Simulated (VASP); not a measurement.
## BAs: X-ray absorption with a core hole

Aim: an X-ray absorption edge of BAs by the supercell core-hole method. The cell has space group F-43m. The start is a cell from a database of measured crystal structures.

Method: PBE; plane waves and PAW (B, As, B), in the first sound run; inputs show where later runs differ, in VASP 6.6.1.

This is a report of a sequence of runs, with most program output left out.

## Step 1: The structure

Symmetry: F-43m, No. 216, cubic system. Conventional cell: a = 4.777 Å, b = 4.777 Å, c = 4.777 Å, α = 90.00°, β = 90.00°, γ = 90.00°. B has 4 As at 2.07 Å nearest. Nearest to As lie 4 B at 2.07 Å. Farther neighbours are not listed.

Structure file:

```xyz
12
Lattice="-2.3885 -2.3885 -4.7770 -2.3885 -2.3885 4.7770 -2.3885 4.7770 2.3885" Properties=species:S:1:pos:R:3 pbc="T T T"
B    -2.3885    0.0000   -2.3885
As   -3.5827   -1.1943    1.1942
As   -1.1943   -1.1943   -1.1942
As   -3.5827   -3.5827   -1.1942
As   -3.5828    1.1943   -1.1942
As   -3.5828    1.1943    3.5828
As   -1.1943    1.1942    1.1942
B    -2.3885   -2.3885    0.0000
B     0.0000    0.0000    0.0000
B    -4.7770    0.0000    0.0000
B    -2.3885    2.3885    0.0000
B    -2.3885    0.0000    2.3885
```

## Step 2: Supercell without a hole

The cell without a hole gives, with ICORELEVEL = 1, the Kohn-Sham core levels of the initial state. It is a supercell, which puts a hole 5.9 Å from its nearest image.

File INCAR:

```
SYSTEM = BAs
PREC = Accurate
ENCUT = 400
EDIFF = 1E-05
NELM = 100
ISMEAR = 0
SIGMA = 0.05
LREAL = .FALSE.
ALGO = Normal
GGA = PE
NBANDS = 36
LWAVE = .FALSE.
LCHARG = .FALSE.
KPAR = 2
NCORE = 4
ICORELEVEL = 1
```

File POSCAR:

```
BAs
1.0
   -2.3885000000     -2.3885000000     -4.7770000000
   -2.3885000000     -2.3885000000      4.7770000000
   -2.3885000000      4.7770000000      2.3885000000
B As B
1 6 5
Direct
    0.6666666667      0.0000000000      0.3333333333
    0.5416666667      0.6250000000      0.3333333333
    0.3750000000      0.1250000000      0.0000000000
    0.8750000000      0.6250000000      0.0000000000
    0.7083333333      0.1250000000      0.6666666667
    0.2083333333      0.6250000000      0.6666666667
    0.0416666667      0.1250000000      0.3333333333
    0.5000000000      0.5000000000      0.0000000000
    0.0000000000      0.0000000000      0.0000000000
    0.8333333333      0.5000000000      0.6666666667
    0.3333333333      0.0000000000      0.6666666667
    0.1666666667      0.5000000000      0.3333333333
```

File KPOINTS:

```
Automatic mesh
0
Gamma
3 3 3
0 0 0
```

Potentials, in the order of the species: B, As and B (PBE family, release 64).

Started as:

```console
$ mpirun -np 8 vasp_std
```

It took 4.2 s on 8 MPI ranks of Intel Xeon 6975P-C (Granite Rapids), shared host; peak memory 1.2 GiB; 25 s of CPU time.

These are scalar-relativistic Kohn-Sham levels of the ground state, with no core hole, so they are not binding energies.

Numbers from this step:

| Quantity | Value |
| --- | --- |
| free energy (TOTEN) | -68.3796 eV |
| Fermi energy | 6.385 eV |
| pressure | 3.431 GPa |

The two shallowest core shells; atoms whose shallowest level rounds to another's at 0.01 eV are left out. Core levels, by row:

| atom | shell | level below the valence-band top (eV) |
| --- | --- | --- |
| B1 | 1s | 173.8 |
| As2 | 3p | 128.5 |
| As2 | 3d | 35.52 |

## Step 3: K edge, Wyckoff site B a, full hole

This step: supercell core-hole method, PBE, full hole; plane waves and PAW (B, As, B) (VASP 6.6.1).

One core electron is taken from the first atom, which POSCAR lists as a species of its own, and NELECT stays that of the neutral valence shell, so the cell is charged against a background. NBANDS covers the range above the edge. The first density still holds the charge taken from the core, which is what the BRMIX lines of the log report.

File INCAR:

```
SYSTEM = BAs
PREC = Accurate
ENCUT = 400
EDIFF = 1E-06
NELM = 100
ISMEAR = 0
SIGMA = 0.05
LREAL = .FALSE.
ALGO = Normal
GGA = PE
NBANDS = 120
LWAVE = .FALSE.
LCHARG = .FALSE.
KPAR = 2
ICORELEVEL = 2
CLNT = 1
CLN = 1
CLL = 0
CLZ = 1
CH_LSPEC = .TRUE.
CH_NEDOS = 1500
CH_SIGMA = 0.5
NELECT = 48
```

POSCAR is that of step 2.

KPOINTS is that of step 2.

Started as:

```console
$ mpirun -np 8 vasp_std
```

Elapsed: 11 s, on 8 MPI ranks; peak memory 1.4 GiB.

This step gave:

```
free energy (TOTEN) : -101.2477 eV
Fermi energy        : 6.208 eV
```

Smoothed further by a Gaussian, to a width of roughly 1 to 1.2 eV in all; heights scale with one over the cell volume; the energy axis is the program's own, and the fall at its high end is where NBANDS ends. Table of imaginary dielectric function times 10^5 by photon energy; read off at these points:

| photon energy (eV) | xx | zz |
| --- | --- | --- |
| 186.0 | 0.00597 | 0.0110 |
| 187.0 | 1.85 | 2.88 |
| 188.0 | 18.9 | 23.2 |
| 189.0 | 12.2 | 12.5 |
| 190.0 | 40.5 | 56.1 |
| 191.0 | 254 | 222 |
| 191.4 | 298 | 256 |
| 192.0 | 256 | 250 |
| 193.0 | 243 | 252 |
| 193.5 | 247 | 273 |
| 194.0 | 208 | 240 |
| 195.0 | 174 | 157 |
| 196.0 | 140 | 126 |
| 197.0 | 137 | 154 |
| 198.0 | 109 | 96.6 |
| 199.0 | 113 | 114 |
| 200.0 | 138 | 134 |
| 201.0 | 73.9 | 80.6 |
| 202.0 | 33.4 | 34.2 |
| 203.0 | 70.3 | 73.3 |
| 204.0 | 80.7 | 77.6 |
| 204.9 | 104 | 102 |
| 205.0 | 102 | 99.8 |
| 206.0 | 34.2 | 32.0 |
| 207.0 | 23.4 | 26.5 |
| 208.0 | 47.0 | 47.7 |
| 209.0 | 43.4 | 47.4 |
| 210.0 | 72.7 | 66.8 |
| 211.0 | 74.4 | 67.4 |
| 212.0 | 95.5 | 94.8 |
| 213.0 | 71.4 | 85.4 |
| 214.0 | 67.3 | 66.0 |
| 215.0 | 59.3 | 63.0 |
| 216.0 | 72.5 | 72.0 |
| 217.0 | 79.8 | 68.8 |
| 218.0 | 61.3 | 55.4 |
| 219.0 | 44.3 | 48.3 |
| 220.0 | 57.8 | 57.4 |
| 221.0 | 18.8 | 23.5 |
| 222.0 | 0.939 | 1.63 |
| 223.0 | 0.00252 | 0.00464 |

The smoothed xx curve reaches a tenth of its top at about 190 eV.

## Step 4: K edge, Wyckoff site B a, no hole

This step: supercell core-hole method, PBE, no hole; plane waves and PAW (B, As, B) (VASP 6.6.1).

With CLZ = 0 the final states feel no hole, which shows what the hole does. NBANDS covers the range above the edge.

Edit INCAR of step 3 so:

```diff
@@ -18,3 +18,3 @@
 CLL = 0
-CLZ = 1
+CLZ = 0
 CH_LSPEC = .TRUE.
@@ -22,2 +22 @@
 CH_SIGMA = 0.5
-NELECT = 48
```

POSCAR is that of step 3.

KPOINTS is that of step 3.

Started as:

```console
$ mpirun -np 8 vasp_std
```

It took 11 s on 8 MPI ranks; peak memory 1.4 GiB; 72 s of CPU time.

This step gave:

```yaml
free_energy_toten: -68.3796 eV
fermi_energy: 6.368 eV
pressure: 3.425 GPa
```

The imaginary dielectric function times 10^5 has structure finer than the step of the table below, so its rows give means over 1 eV, whole bins alone (the curve runs from 186 to 231 eV). Peaks (eV: height): xx 195.9: 152, 198.1: 148, 200.6: 170, 205.4: 125, 212.6: 86.5, 217.7: 87.2; zz 195.6: 144, 198.0: 144, 200.7: 171, 205.3: 132, 213.3: 83.7.

Smoothed further by a Gaussian, to a width of roughly 1 to 1.2 eV in all; heights scale with one over the cell volume; the energy axis is the program's own, and the fall at its high end is where NBANDS ends. Imaginary dielectric function times 10^5 against photon energy; means over each step:

| photon energy (eV) | xx | zz |
| --- | --- | --- |
| 188 | 0.00299 | 0.00320 |
| 189 | 0.526 | 0.606 |
| 190 | 6.42 | 7.51 |
| 191 | 34.7 | 36.6 |
| 192 | 94.0 | 93.6 |
| 193 | 111 | 105 |
| 194 | 128 | 130 |
| 195 | 126 | 135 |
| 196 | 143 | 133 |
| 197 | 108 | 110 |
| 198 | 139 | 137 |
| 199 | 105 | 107 |
| 200 | 145 | 146 |
| 201 | 149 | 151 |
| 202 | 62.5 | 61.4 |
| 203 | 58.5 | 58.3 |
| 204 | 77.9 | 71.9 |
| 205 | 104 | 109 |
| 206 | 79.8 | 80.6 |
| 207 | 27.9 | 27.1 |
| 208 | 39.7 | 41.6 |
| 209 | 36.4 | 38.8 |
| 210 | 58.2 | 54.7 |
| 211 | 62.8 | 60.4 |
| 212 | 71.4 | 67.4 |
| 213 | 79.7 | 81.3 |
| 214 | 69.1 | 76.2 |
| 215 | 68.2 | 67.7 |
| 216 | 64.8 | 70.0 |
| 217 | 81.0 | 76.4 |
| 218 | 82.6 | 70.2 |
| 219 | 54.3 | 55.2 |
| 220 | 39.3 | 37.1 |
| 221 | 24.1 | 18.9 |
| 222 | 3.43 | 2.22 |
| 223 | 0.0287 | 0.0140 |
| 224 | 0 | 0 |

The smoothed xx curve reaches a tenth of its top at about 191 eV.

## Step 5: Summary

This step: supercell core-hole method, PBE; plane waves and PAW (VASP 6.6.1).

No new run; the numbers come from the runs before.

Core-hole runs:

```
site       hole  cost (core minutes)
 B a  full hole                 1.47
 B a    no hole                 1.41
```

## Step 6: What came out

```json
{
 "K edge of B a, full hole": "xx reaches a tenth of its top at 189.88 eV on the program's axis; share within the next 5 eV of the next 20 eV: 45 %",
 "K edge of B a, no hole": "xx reaches a tenth of its top at 190.65 eV on the program's axis; share within the next 5 eV of the next 20 eV: 28 %"
}
```

**Reading.** The B K edge, for light polarised along x, reaches a tenth of its top at 189.88 eV on the program's axis. That mark passes over any weaker pre-edge, and only dipole transitions enter. In the charged run (full hole) weight just under or at the onset may be a state bound to the hole or the highest filled band counted as a final state; this wasn't checked, so onset and share of that run are in doubt. Share of the first 20 eV of absorption, for light polarised along x, that lies within 5 eV of each run's own onset: 28 % with no hole and 45 % with full hole. One site of the element was run (Wyckoff letter a). With 12 atoms and a 3×3×3 mesh the peak shapes still carry the imprint of the mesh, and the holes are close enough to feel one another. The fall at the high end is where NBANDS ends. The other core electrons stay frozen, so neither the program's energy axis nor the change of TOTEN is an excitation energy; spectra are aligned at the onset when set beside measurement. The given cell is kept, although it stands at +3.4 GPa at PBE and ENCUT = 400 eV, which holds the mismatch of the given cell with this functional, any error of the entry itself and any basis-set error. Not tabulated here, as repeats of values shown or as unfit to read for their mesh, reference level or band range: gaps (K edge, supercell without a hole); pressures of a box with vacuum or a charge (K edge); core levels (K edge).

[Lines on the potential files, build, host, timing and source positions are cut from VASP's logs without a mark.]

[Logs are printed without paths, hosts, clocks, repeated set-up lines and the standing remarks that a program may print on its own settings, such as how far it seeks lower states.]

[Hosts, paths, dates, database ids (printed as entryN), source tags and the programs' standing remarks are cut or masked in the printed files.]
